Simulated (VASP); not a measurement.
# Ru under changes of volume

One of the cells (13.132 Å³/atom); the others are scaled copies at fixed shape and fractional positions:

```
CELL_PARAMETERS angstrom
2.68439 0.00000 0.00000
-1.34220 2.32475 0.00000
0.00000 0.00000 4.20869
ATOMIC_POSITIONS crystal
Ru 0.66667 0.33333 0.75000
Ru 0.33333 0.66667 0.25000
```

- Program: VASP 6.6.1
- Functional: LDA
- Potentials or basis: VASP PAW LDA potentials, release 64 (Ru_pv)
- Cutoff: 520 eV
- k mesh: 10 × 10 × 6
- Occupations: fermi-dirac, width 0.05 eV
- Spin: no spin polarisation

| volume (Å³/atom) | energy over the lowest point (meV/atom) | pressure (GPa) |
| --- | --- | --- |
| 12.607 | ? | ? |
| 12.870 | 6.38 | 7.7 |
| 13.132 | 0.00 | -0.1 |
| 13.395 | 5.68 | -7.0 |
| 13.658 | 22.07 | -13.1 |

Q: What does the run at 12.607 Å³/atom give?

A: Energy over the lowest point 26.29 meV/atom; pressure 16.5 GPa.

Worked out: A Birch-Murnaghan fit of order 2 (a polynomial in V^(-2/3)) to the other rows has its minimum at 13.14 Å³/atom with B0 = V·E''(V) = 364 GPa at fixed shape and positions, which overstates the stiffness. It gives 25.94 meV/atom at 12.607 Å³/atom, against the run's 26.29, and -dE/dV = 16.2 GPa, against 16.5.

Energies are extrapolated to zero smearing.
